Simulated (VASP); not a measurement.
Wanted: the native input for a VASP 6.6.1 run.

| Quantity | Value |
| --- | --- |
| Task | single point |
| Functional | r2SCAN |
| Dispersion | D4 |
| Potentials or basis | VASP PAW PBE potentials, release 64 (Nd) |
| Cutoff | 520 eV |
| k mesh | 9 × 9 × 9, shifted |
| Occupations | methfessel-paxton, width 0.05 eV |
| Spin | collinear spin, typed start |
| Starting moments | [2.0] μB |
| Fixed moment | 2 μB |
| Dipole correction | no |
| Further INCAR settings | ALGO = Normal; EDIFF = 1e-06; NBANDS = 17 |

The system is Nd.

```xyz
1
Lattice="-2.0755 2.0755 2.0755 2.0755 -2.0755 2.0755 2.0755 2.0755 -2.0755" Properties=species:S:1:pos:R:3 pbc="T T T"
Nd    0.0000    0.0000    0.0000
```

This isn't the form of Nd at room conditions, which is double hcp.

One way to write it, as run:

POSCAR

```
Nd
1.0
   -2.0754700287      2.0754700287      2.0754700287
    2.0754700287     -2.0754700287      2.0754700287
    2.0754700287      2.0754700287     -2.0754700287
Nd
1
Direct
    0.0000000000      0.0000000000      0.0000000000
```

INCAR.step1

```
SYSTEM = Nd
PREC = Accurate
ENCUT = 520
ISMEAR = 1
SIGMA = 0.05
LREAL = .False.
LASPH = .True.
NELM = 150
ISPIN = 2
MAGMOM = 2
NUPDOWN = 2.0
LMAXMIX = 6
NBANDS = 17
GGA = PE
ALGO = Normal
EDIFF = 1E-4
LWAVE = .True.
LCHARG = .False.
```

INCAR.step2

```
SYSTEM = Nd
PREC = Accurate
ENCUT = 520
EDIFF = 1E-6
ISMEAR = 1
SIGMA = 0.05
LREAL = .False.
LASPH = .True.
NELM = 150
ALGO = Normal
ISIF = 2
LWAVE = .False.
LCHARG = .False.
ISPIN = 2
MAGMOM = 2
LORBIT = 11
NUPDOWN = 2.0
LMAXMIX = 6
METAGGA = R2SCAN
LMIXTAU = .True.
IVDW = 13
VDW_S6 = 1.0
VDW_S8 = 0.6018749
VDW_A1 = 0.51559235
VDW_A2 = 5.77342911
NBANDS = 17
ISTART = 1
```

KPOINTS

```
Automatic mesh
0
Gamma
  9 9 9
  0.5 0.5 0.5
```

Potentials or basis: VASP PAW PBE potentials, release 64 (Nd).

Launch:

```console
$ cat potpaw_PBE.64/Nd/POTCAR > POTCAR
$ cp INCAR.step1 INCAR
$ mpirun -np 1 vasp_std > vasp.out
$ cp INCAR.step2 INCAR
$ mpirun -np 1 vasp_std > vasp.out
```

Results of the run:

| Item | Value |
| --- | --- |
| Pressure | -0.6 GPa |
| Net moment | 2.00 μB per cell |
| Site moments | Nd +2.31 μB |
| Valence electrons inside the program's atomic spheres | Nd 10.96 |
| Dispersion energy per atom | -0.074 eV |

Caveat: the magnetic or orbital state may not be the lowest; the PAW data sets were made with another functional, which shifts forces and pressure a little; the total moment is fixed, so each spin has its own Fermi level.

It took 2.4 min on 1 thread of Intel(R) Xeon(R) Platinum 8488C (Sapphire Rapids), on a shared host, peak memory 0.21 GiB.
